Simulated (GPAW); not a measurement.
# BN (R3m) in GPAW: single point with PBE

Aim: the single point of BN with PBE.

Everything below comes from runs of GPAW 26.7.0. Logs are shortened: lines on timing, memory, paths and dates and some standing lists are left out, and cuts for length are marked. The log counts tension as positive stress, the text compression.

## Step 1: The structure

Symmetry: R3m, No. 160, trigonal system. Conventional cell: a = 2.502 Å, b = 2.502 Å, c = 10.119 Å, α = 90.00°, β = 90.00°, γ = 120.00°. N (site symmetry 3m) is surrounded by 3 B at 1.44 Å. B (site symmetry 3m) has 3 N at 1.44 Å as nearest neighbours.

The cell is a database's computed one.

## Step 2: Single point, PBE

run.py

```python
from ase.dft.bandgap import bandgap
from ase.io import write
from ase.spacegroup import crystal
from ase.units import GPa
from gpaw import GPAW, PW, setup_paths

setup_paths.insert(0, '.')

# N 3a
# B 3a
atoms = crystal(['N', 'B'],
                basis=[[0.6666666667, 0.3333333333, 0.0005715333],
                       [0.0, 0.0, 0.0003288]],
                spacegroup=160, setting=1,  # R3m
                cellpar=[2.50224357, 2.50224357, 10.11880321, 90.0, 90.0, 120.0],
                primitive_cell=True)

calc = GPAW(mode=PW(550),
            xc='PBE',
            kpts={'size': (10, 10, 10), 'gamma': True},
            occupations={'name': 'fermi-dirac', 'width': 0.05},
            nbands=11,
            convergence={'density': 1e-05, 'energy': 1e-05},
            maxiter=80,
            txt='gpaw.txt')
atoms.calc = calc
energy = atoms.get_potential_energy()
forces = atoms.get_forces()
stress = atoms.get_stress()
calc.write('gs.gpw')
write('result.traj', atoms)
print(f'Energy: {energy:.6f} eV')
print('Forces (eV/A):')
print(forces.round(4))
print('Stress (GPa):', (stress / GPa).round(3))
print('Fermi level:', round(calc.get_fermi_level(), 4), 'eV')
print(f'Gap: {bandgap(calc)[0]:.4f} eV, direct: {bandgap(calc, direct=True)[0]:.4f} eV')
```

Potentials or basis: PAW data sets generated in the run's folder for this functional, pw.

Command:

```sh
$ gpaw-setup -f PBE B N
$ OMP_NUM_THREADS=1 python run.py
```

gpaw.txt:

```text
__  _  _
 | _ |_)|_||  |
 |__||  | ||/\| - 26.7.0

Input parameters:
  mode=PW(ecut=550.0),
  convergence={'density': 1e-05, 'energy': 1e-05},
  kpts=MonkhorstPack(size=(10, 10, 10), gamma=True),
  maxiter=80,
  nbands=11,
  occupations=Occupations(name='fermi-dirac', width=0.05),
  xc=XC(name='PBE')

Diagonalizing LCAO Hamiltonian
Converting LCAO to pw mode

       N

       B

Atoms  # Å, Bohr magnetons
|   | symbol |        x |         y |        z |    initial magnetic moments |
|---|--------|----------|-----------|----------|-----------------------------|
| 0 |      N | 0.000000 | -0.000000 | 6.751652 | ( 0.0000,  0.0000,  0.0000) |
| 1 |      B | 0.000000 |  0.000000 | 0.003327 | ( 0.0000,  0.0000,  0.0000) |

Unit cell  # Å
| periodic |         x |         y |        z |  lengths |    angles |
|----------|-----------|-----------|----------|----------|-----------|
|      yes |  1.251122 |  0.722335 | 3.372934 | 3.669300 | 39.871987 |
|      yes | -1.251122 |  0.722335 | 3.372934 | 3.669300 | 39.871987 |
|      yes | -0.000000 | -1.444671 | 3.372934 | 3.669300 | 39.871987 |

Number of symmetries: 6
Symmetry operations  # r_c * U_cc + t_c -> r_c
|   | kind |            matrix            |
|---|------|------------------------------|
| 0 |  E   |  1, 0, 0,  0, 1, 0,  0, 0, 1 |
| 1 |  σ   |  1, 0, 0,  0, 0, 1,  0, 1, 0 |
| 2 |  σ   |  0, 1, 0,  1, 0, 0,  0, 0, 1 |
| 3 |  C3  |  0, 1, 0,  0, 0, 1,  1, 0, 0 |
| 4 |  C3  |  0, 0, 1,  1, 0, 0,  0, 1, 0 |
| 5 |  σ   |  0, 0, 1,  0, 1, 0,  1, 0, 0 |

BZ-sampling:
  Number of BZ points: 1000
  Number of IBZ points: 116

  Monkhorst-Pack size: [10, 10, 10]
  Monkhorst-Pack shift: [0.05, 0.05, 0.05]

K-points  # in reciprocal-cell coordinates
|     |                                coordinates |     weight |
|-----|--------------------------------------------|------------|
|   0 | (  0.00000000,   0.00000000,   0.00000000) | 0.00100000 |
|   1 | (  0.10000000,   0.00000000,  -0.10000000) | 0.00600000 |
|   2 | (  0.10000000,   0.00000000,   0.00000000) | 0.00600000 |
|   3 | (  0.10000000,   0.10000000,  -0.10000000) | 0.00600000 |
|   4 | (  0.10000000,   0.10000000,   0.00000000) | 0.00600000 |
|   5 | (  0.10000000,   0.10000000,   0.10000000) | 0.00200000 |
|   6 | (  0.20000000,  -0.10000000,  -0.10000000) | 0.00600000 |
|   7 | (  0.20000000,   0.00000000,  -0.20000000) | 0.00600000 |
|   8 | (  0.20000000,   0.00000000,  -0.10000000) | 0.01200000 |
|   9 | (  0.20000000,   0.00000000,   0.00000000) | 0.00600000 |
| ... |                                            |            |
| 115 | (  0.50000000,   0.50000000,   0.50000000) | 0.00100000 |

Plane wave coefficients: 548
Cutoff: 550.0 eV

Spin-components: 1 (collinear spins)
Bands:           11
Projectors:      10
Spin-degeneracy: 2
Datatype:        complex128

Density:
  Valence electrons: 8.0
  Components: 1
  Grid points: [20 20 20]
  Charge: 0.0  # |e|

Potential:
  Grid points: [20 20 20]

species:
  N:
    name:    Nitrogen
    Z:       7.0
    valence: 5
    core:    2
    charge:  0.0  # [|e|]
    compensation charges:
      type: gauss
      rc: 0.18  # [Å]
      lmax: 2
    cutoffs:
      filter: 1.11  # [Å]
      core: 0.96  # [Å]
    projectors
    | kind |    occ | energy [eV] | rcut [Å] |
    |------|--------|-------------|----------|
    |   2s |  2.000 |     -18.583 |    0.603 |
    |   2p |  3.000 |      -7.089 |    0.529 |
    |    s |        |       8.629 |    0.603 |
    |    p |        |      20.123 |    0.529 |
    |    d |        |       0.000 |    0.577 |

    Using partial waves for N as LCAO basis

  B:
    name:    Boron
    Z:       5.0
    valence: 3
    core:    2
    charge:  0.0  # [|e|]
    compensation charges:
      type: gauss
      rc: 0.20  # [Å]
      lmax: 2
    cutoffs:
      filter: 1.14  # [Å]
      core: 1.38  # [Å]
    projectors
    | kind |    occ | energy [eV] | rcut [Å] |
    |------|--------|-------------|----------|
    |   2s |  2.000 |      -9.443 |    0.635 |
    |   2p |  1.000 |      -3.606 |    0.635 |
    |    s |        |      17.768 |    0.635 |
    |    p |        |      23.605 |    0.635 |
    |    d |        |       0.000 |    0.635 |

    Using partial waves for B as LCAO basis

Reference energy: -2151.211229  # eV

eigensolver:
  PPCG
  Converge bands: occupied
  niter=2

density mixing:
  MSR1-Mixer
  Pratt-step length: 0.05
  Maximum mixing coefficient: 0.75
  Old densities: 10
  SVD Regularization: 0.005
  Good broyden scale: 1.0
  Trust region scale: 1.0
  Backstep threshold: 4.0
  History deletion threshold: 6.0
  Fourier metric: weight=20.0, sigma=0.015

occupation numbers:
  Fermi-Dirac:
    width: 0.0500  # eV

poisson solver:
  ecut: 4400.0  # eV

xc functional:
  name: PBE with 2 nearest neighbor stencil

convergence criteria:
- Maximum integral of absolute [dens]ity change: 1e-05 electrons / valence electron
- Maximum [total energy] change in last 3 cyles: 1e-05 eV / valence electron
- Maximum integral of absolute [eigenst]ate change: 4e-08 eV^2 / valence electron
maximum number of iterations: 80

SCF iterations
|iter     | |      energy | eigst |  dens |
|---------|-|-------------|-------|-------|
|iter:   1| |  -18.782355 | +0.44 |       |
|iter:   2| |  -18.481862 | -1.40 | -0.65 |
|iter:   3| |  -17.313229 | -1.05 | -0.70 |
|iter:   4| |  -17.291359 | -2.54 | -1.33 |
|iter:   5| |  -17.290574 | -3.25 | -1.71 |
|iter:   6| |  -17.290751 | -4.65 | -2.32 |
|iter:   7| |  -17.290754 | -6.40 | -3.46 |
|iter:   8| |  -17.290754c| -7.84c| -3.96 |
|iter:   9| |  -17.290754c| -8.77c| -5.23c|

Converged in 9 steps
Energy contributions relative to reference atoms: (reference = -2151.211229)

Energy contributions:
  Kinetic:          15.903728
  Coulomb:         -15.725710
  Zero:             -0.037268
  External:          0.000000
  Xc:              -17.431505
  Entropy:          -0.000000
  Spinorbit:         0.000000
  ----------------------------
  Free energy:     -17.290754
  Extrapolated:    -17.290754

dipole moment: (0.000000, -0.000000, -13.627366)  # |e|*Ang

Fermi level: 4.898
Eigenvalues  # (at kpt = [0.000, 0.000, 0.000])
| band index |      eig [eV] | occ [0-2] |
|------------|---------------|-----------|
|          0 |       -13.945 |     2.000 |
|          1 |        -0.297 |     2.000 |
|          2 |         2.589 |     2.000 |
|          3 |         2.589 |     2.000 |
|          4 |         9.031 |     0.000 |
|          5 |        15.567 |     0.000 |
|          6 |        15.567 |     0.000 |
|          7 |        17.060 |     0.000 |
|          8 |        18.593 |     0.000 |
|          9 |        29.798 |     0.000 |
|         10 |        31.815 |     0.000 |

Gap: 4.230 eV
Transition (v -> c):
  (s=0, k=22, n=3, [0.30, 0.00, -0.30]) -> (s=0, k=110, n=4, [0.50, 0.50, 0.00])
Direct/indirect transitions are different
Direct gap: 4.870 eV
Transition at: (s=0, k=22, n=3, [0.30, 0.00, -0.30])

Forces  # eV/Ang
|        x |       y |        z |
|----------|---------|----------|
| -0.00000 | 0.00000 | -0.00241 |  # N    0
|  0.00000 | 0.00000 |  0.00215 |  # B    1

Stress tensor  # eV/Ang^3
|         x |         y |         z |
|-----------|-----------|-----------|
|  0.054784 | -0.000000 | -0.000000 |
| -0.000000 |  0.054784 |  0.000000 |
| -0.000000 |  0.000000 |  0.072045 |

# Writing to gs.gpw (mode='')
```

It took 19 s on 1 thread of Arm Neoverse V1, shared host; peak memory 0.14 GiB.

These settings aren't checked as converged: the numbers below hold their error.

What came out:

```yaml
Free_energy: -17.2908 eV
Pressure: -9.7 GPa
Band_gap_on_the_k_mesh: 4.23 eV, indirect (least direct gap 4.87 eV)
```

Caveat: the cutoff is short for stress and forces, so pressures can be off by a GPa or more; the program warned that so skewed a cell can give wrong results.
